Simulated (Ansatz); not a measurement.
A 3-atom cell of Be2C (Fm-3m) from a materials database, relaxed with r2SCAN in the PAW code Ansatz: the symmetry is Fm-3m (No. 225, cubic); conventional cell a = 4.321 Å, 6.72 Å³ an atom. Be has 4 C at 1.87 Å; C has 8 Be at 1.87 Å. The primitive cell holds 3 atoms in 20.17 Å³. The values are computed, spin-unpolarised, and not measurements.

Computed values: PBE gives a gap of 1.17 eV and PBE0 (25 % exact exchange) 2.60 eV; one over PBE's mean ε∞ is 0.144. HSE06 (8×8×8) gives a least gap of 1.91 eV and a least direct gap of 5.14 eV. r2SCAN's ε∞ is 6.57.

(1) Taking the gap as linear in the share of unscreened exchange, estimate the gap of the hybrid whose share is 1/ε∞.

(2) At what wavelength does absorption set in by HSE06, excitons left aside?

(3) What refractive index and reflectivity at normal incidence follow, below the gap and above the phonons?

Answers

(1) The slope is (2.60 − 1.17)/0.25 = 5.72 eV per unit share, so E_g ≈ 1.17 + 5.72 × 0.144 = 1.99 eV. The run with that share gives 1.98 eV (8×8×8 mesh), -0.01 eV from the straight line.

(2) λ = 1239.84 eV nm/E: 649 nm for the least gap, where it needs phonons and is weak, and 241 nm for direct transitions.

(3) n = √6.57 = 2.563; R = ((n − 1)/(n + 1))² = (1.563/3.563)² = 19.2 % a face.

The meshes of the hybrids are coarse, so their gaps aren't converged to the digits shown.
